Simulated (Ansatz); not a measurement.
# What is wrong with this input? (Al3Cu2)

Intended: Al3Cu2, PBEsol, plane waves and PAW in Ansatz. The input:

```yaml
crystal:
  lattice:
    - [4.0919516368, 0.0, 0.0]
    - [-2.0459758184, 3.5437340685, 0.0]
    - [0.0, 0.0, 4.9927787]
  atoms:
    - { symbol: Al, position: [0.0, 0.0, 0.0] }
    - { symbol: Al, position: [0.3333333333, 0.6666666667, 0.34992535] }
    - { symbol: Al, position: [0.6666666667, 0.3333333333, 0.65007465] }
    - { symbol: Cu, position: [0.3333333333, 0.6666666667, 0.83951213] }
    - { symbol: Cu, position: [0.6666666667, 0.3333333333, 0.16048787] }
basis:
  ecutwfc: 420
kpoints:
  mp_grid: { grid: [12, 12, 8] }
hamiltonian:
  xc: optb88
scf:
  occupations: { method: gaussian, width: 0.1 }
output:
  forces: true
  stress: true
  eigenvalues: true
```

Command:

```bash
ansatz run input.yaml --threads 1 --pin off --max-ram 2560MiB --backend cpu --events-out ev --progress --plain --runs-dir out
```

From the log:

```text
Error: YAML parse error: error: line 17 column 7: hamiltonian.xc: unknown variant `optb88`, expected one of `lda`, `lda-pw`, `pw92`, `pbe`, `pbesol`, `rpbe`, `revpbe`, `blyp`, `pbe0`, `revpbe0`, `b3lyp`, `b3lyp5`, `hse06`, `wpbeh`, `hiss`, `lc_wpbe`, `cam_b3lyp`, `hf`, `r2scan`, `r2scanh`, `r2scan0`, `r2scan50`
  --> <input>:17:7
   |
15 |   mp_grid: { grid: [12, 12, 8] }
16 | hamiltonian:
17 |   xc: optb88
   |       ^ hamiltonian.xc: unknown variant `optb88`, expected one of `lda`, `lda-pw`, `pw92`, `pbe`, `pbesol`, `rpbe`, `revpbe`, `blyp`, `pbe0`, `revpbe0`, `b3lyp`, `b3lyp5`, `hse06`, `wpbeh`, `hiss`, `lc_wpbe`, `cam_b3lyp`, `hf`, `r2scan`, `r2scanh`, `r2scan0`, `r2scan50`
18 | scf:
19 |   occupations: { method: gaussian, width: 0.1 }
   |
```

Problem. Which fault does the input hold?
A. A smearing wider than the gap allows
B. A charge on a gapped cell under fixed occupations
C. Spin-orbit coupling without non-collinear spin
D. A functional's name that the program doesn't know
E. An atom left out of the cell, with fixed occupations

Solution. D. The name isn't in the program's list. The cure is a listed name.

The change to the input:

```diff
 hamiltonian:
-  xc: optb88
+  xc: pbesol
```

With the mended input the run converges and gives a pressure of 0.13 GPa, a largest force of 0.062 eV/Å, no gap.

The mended run took 44 s on 1 thread of AMD EPYC (Zen 3) (shared host), peak memory 0.49 GiB.